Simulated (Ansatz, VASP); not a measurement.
**Two plane-wave programs on Bi**

```xyz
3
Lattice="5.5510 0.0000 0.0000 -2.7755 4.8073 0.0000 0.0000 0.0000 3.2784" Properties=species:S:1:pos:R:3 pbc="T T T"
Bi   -2.7755    4.8073    0.0000
Bi    0.0000    3.2049    1.6392
Bi    2.7755    1.6024    1.6392
```

Alike in both runs: task single point; functional PBEsol; k mesh 7 × 7 × 11; occupations fermi-dirac, width 0.1 eV; no spin polarisation.

|  | VASP | Ansatz |
| --- | --- | --- |
| version | VASP 6.6.1 | Ansatz 0.2.0 |
| potentials or method | VASP PAW PBE potentials, release 64 (Bi_d) | plane waves (420 eV) with PAW, scalar-relativistic |
| plane-wave cutoff (eV) | 520 | 420 |
| valence electrons in the cell | 45 | 45 |

Ansatz gave:

| Property | Result |
| --- | --- |
| pressure (GPa) | 2.7 |
| largest component of the traceless stress (GPa) | 1.00 |

Q: Estimate VASP's values.

A: Pressure (GPa): 2.7; largest component of the traceless stress (GPa): 0.99.

Ansatz warned: «pseudo_functional_mismatch».

Caveats: the PAW data sets were made with another functional, which shifts forces and pressure a little (VASP).
